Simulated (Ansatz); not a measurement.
Molecular dynamics of Al32H

Input file:

```yaml
accuracy: low
crystal:
  lattice:
    - [8.0997, 0.0, 0.0]
    - [0.0, 8.0997, 0.0]
    - [0.0, 0.0, 8.0997]
  atoms:
    - { symbol: Al, position: [0.51575187, -0.00299356, -0.00848699] }
    - { symbol: Al, position: [0.76615819, 0.23822077, -0.00367814] }
    - { symbol: Al, position: [0.75192509, 0.0119434, 0.25871059] }
    - { symbol: Al, position: [0.01203284, -0.02217359, 0.01108603] }
    - { symbol: Al, position: [0.22296869, 0.24788493, 0.00742536] }
    - { symbol: Al, position: [0.49470815, 0.50598371, 0.01899666] }
    - { symbol: Al, position: [0.73460106, 0.74085707, -0.02897327] }
    - { symbol: Al, position: [0.25799398, 0.00668047, 0.24674841] }
    - { symbol: Al, position: [0.48554669, 0.2614889, 0.24614415] }
    - { symbol: Al, position: [0.74067866, 0.49869188, 0.25756629] }
    - { symbol: Al, position: [0.49581678, -0.00164335, 0.51527713] }
    - { symbol: Al, position: [0.73184931, 0.23263463, 0.51755415] }
    - { symbol: Al, position: [0.77109002, -0.01578719, 0.74276469] }
    - { symbol: Al, position: [-0.03301976, 0.51110966, -0.01792684] }
    - { symbol: Al, position: [0.25081686, 0.76019315, 0.00373889] }
    - { symbol: Al, position: [-0.01131479, 0.25421547, 0.23991] }
    - { symbol: Al, position: [0.24512608, 0.49564299, 0.23376666] }
    - { symbol: Al, position: [0.49502392, 0.77728185, 0.25193672] }
    - { symbol: Al, position: [0.00716503, 0.00574366, 0.48374957] }
    - { symbol: Al, position: [0.28260717, 0.27203564, 0.5148683] }
    - { symbol: Al, position: [0.49686603, 0.51087809, 0.48578487] }
    - { symbol: Al, position: [0.76081744, 0.74797527, 0.48726957] }
    - { symbol: Al, position: [0.24673841, -0.01335973, 0.75630292] }
    - { symbol: Al, position: [0.52228266, 0.25437191, 0.78258545] }
    - { symbol: Al, position: [0.73901349, 0.51877736, 0.73725618] }
    - { symbol: Al, position: [0.00290233, 0.74418211, 0.25807216] }
    - { symbol: Al, position: [0.003479, 0.44832293, 0.52055659] }
    - { symbol: Al, position: [0.26359844, 0.76164842, 0.49123244] }
    - { symbol: Al, position: [0.00262536, 0.22434542, 0.7602291] }
    - { symbol: Al, position: [0.24623878, 0.51569118, 0.75017279] }
    - { symbol: Al, position: [0.49057741, 0.74018867, 0.74514402] }
    - { symbol: Al, position: [0.00966174, 0.76795443, 0.73483537] }
    - { symbol: H, position: [-0.06956461, 0.53336287, 0.7409068] }
basis:
  ecutwfc: 420.0
kpoints:
  mp_grid: { grid: [2, 2, 2] }
hamiltonian:
  xc: pbe
scf:
  occupations: { method: fermi_dirac, width: 0.05 }
  lower_state_search: "off"
md:
  timestep: 0.5
  n_steps: 300
  ensemble: nvt_nose_hoover
  temperature: 1260.0
  initial_velocities: maxwell_boltzmann
  seed: 79519
  nose_hoover: { tau: 200.0, chain_length: 3 }
```

Command:

```bash
$ ansatz run input.yaml --threads 2 --pin off --max-ram 5120MiB --backend cpu --events-out ev --progress --plain --runs-dir out
```

It goes on from the last frame of an earlier run, with new velocities.

Output, in part (step lines):

```
md step     0: t =     0.00 fs  T =  1260.0 K  F+E_penalty+E_count = -17213.07338183 eV  E_kin = 5.211763 eV  conserved = -17207.86161867 eV  (6 SCF iters)
md step     1: t =     0.50 fs  T =  1261.4 K  F+E_penalty+E_count = -17213.07941955 eV  E_kin = 5.217727 eV  conserved = -17207.86169215 eV  (5 SCF iters)
md step     2: t =     1.00 fs  T =  1264.0 K  F+E_penalty+E_count = -17213.09001672 eV  E_kin = 5.228196 eV  conserved = -17207.86182035 eV  (5 SCF iters)
md step     3: t =     1.50 fs  T =  1267.1 K  F+E_penalty+E_count = -17213.10316942 eV  E_kin = 5.241192 eV  conserved = -17207.86197672 eV  (5 SCF iters)
md step     4: t =     2.00 fs  T =  1270.3 K  F+E_penalty+E_count = -17213.11640569 eV  E_kin = 5.254272 eV  conserved = -17207.86213236 eV  (5 SCF iters)
md step     5: t =     2.50 fs  T =  1272.9 K  F+E_penalty+E_count = -17213.12721901 eV  E_kin = 5.264955 eV  conserved = -17207.86226183 eV  (3 SCF iters)
md step     6: t =     3.00 fs  T =  1274.3 K  F+E_penalty+E_count = -17213.13342750 eV  E_kin = 5.271071 eV  conserved = -17207.86235219 eV  (3 SCF iters)
md step     7: t =     3.50 fs  T =  1274.3 K  F+E_penalty+E_count = -17213.13339515 eV  E_kin = 5.270987 eV  conserved = -17207.86240114 eV  (3 SCF iters)
[... lines left out ...]
```

The steps, from the saved trajectory:

| time (fs) | T (K) | potential energy less start (eV) | conserved less start (meV/atom) |
| --- | --- | --- | --- |
| 0 | 1260 | 0.000 | 0.00 |
| 5 | 1263 | -0.015 | -0.02 |
| 10 | 1140 | 0.498 | -0.01 |
| 15 | 979 | 1.163 | 0.00 |
| 20 | 851 | 1.695 | 0.00 |
| 25 | 759 | 2.077 | -0.01 |
| 30 | 721 | 2.239 | 0.00 |
| 35 | 764 | 2.066 | -0.01 |
| 40 | 808 | 1.889 | -0.01 |
| 45 | 838 | 1.776 | 0.00 |
| 50 | 906 | 1.508 | -0.01 |
| 55 | 963 | 1.287 | -0.01 |
| 60 | 981 | 1.228 | -0.01 |
| 65 | 979 | 1.251 | -0.01 |
| 70 | 914 | 1.540 | 0.00 |
| 75 | 913 | 1.560 | -0.01 |
| 80 | 909 | 1.598 | -0.01 |
| 85 | 891 | 1.695 | -0.01 |
| 90 | 850 | 1.884 | 0.00 |
| 95 | 869 | 1.831 | -0.01 |
| 100 | 875 | 1.832 | 0.00 |
| 105 | 919 | 1.675 | -0.01 |
| 110 | 961 | 1.531 | -0.01 |
| 115 | 953 | 1.598 | -0.01 |
| 120 | 916 | 1.783 | 0.00 |
| 125 | 934 | 1.743 | -0.01 |
| 130 | 964 | 1.654 | -0.01 |
| 135 | 980 | 1.626 | -0.01 |
| 140 | 981 | 1.662 | 0.00 |
| 145 | 1002 | 1.612 | 0.00 |
| 150 | 1053 | 1.447 | -0.01 |

All steps were run. The conserved energy stayed within 0.025 meV per atom of its start (net change -0.0079 meV per atom), so the integration is sound. The mean temperature of the second half is 26 % below the set value. A run of 0.15 ps of so small a system gives no equilibrium averages. Limits of this set-up: coarse k mesh, odd electron count without spin, a small cell, in which the defect meets its images, a typed lattice constant that wasn't relaxed here, low accuracy level.

Mean squared displacements from the first frame to the last, about the centre of mass: Al 0.14 Å², H 3.64 Å².

Last frame:

```xyz
33
Lattice="8.0997 0.0000 0.0000 0.0000 8.0997 0.0000 0.0000 0.0000 8.0997" Properties=species:S:1:pos:R:3
Al 4.039 -0.094 -0.184
Al 5.977 1.925 -0.141
Al 6.321 0.109 1.964
Al -0.133 0.065 -0.293
Al 2.347 1.940 -0.115
Al 3.848 4.179 0.071
Al 6.081 6.187 0.112
Al 1.756 -0.065 1.912
Al 3.930 1.973 2.171
Al 6.010 3.813 1.956
Al 4.019 -0.022 3.825
Al 6.192 1.618 4.100
Al 5.917 -0.215 6.235
Al -0.019 4.337 0.118
Al 1.983 6.172 -0.101
Al 0.212 1.928 2.071
Al 2.103 4.029 2.086
Al 4.130 5.894 1.960
Al -0.203 -0.320 4.198
Al 2.112 2.075 4.098
Al 4.076 4.201 4.000
Al 5.812 6.059 3.946
Al 1.921 0.094 6.038
Al 4.250 2.251 5.894
Al 6.132 4.343 6.398
Al 0.207 6.080 2.183
Al 0.000 4.177 3.946
Al 2.213 6.096 4.050
Al -0.227 2.355 5.962
Al 2.164 3.836 6.208
Al 3.999 5.900 6.260
Al -0.003 6.230 6.311
H 0.717 5.352 5.036
```

Time of the run: 23 min on 2 threads of Intel(R) Xeon(R) Platinum 8175M CPU @ 2.50GHz (Skylake/Cascade Lake) (shared host), peak memory 1.2 GiB.
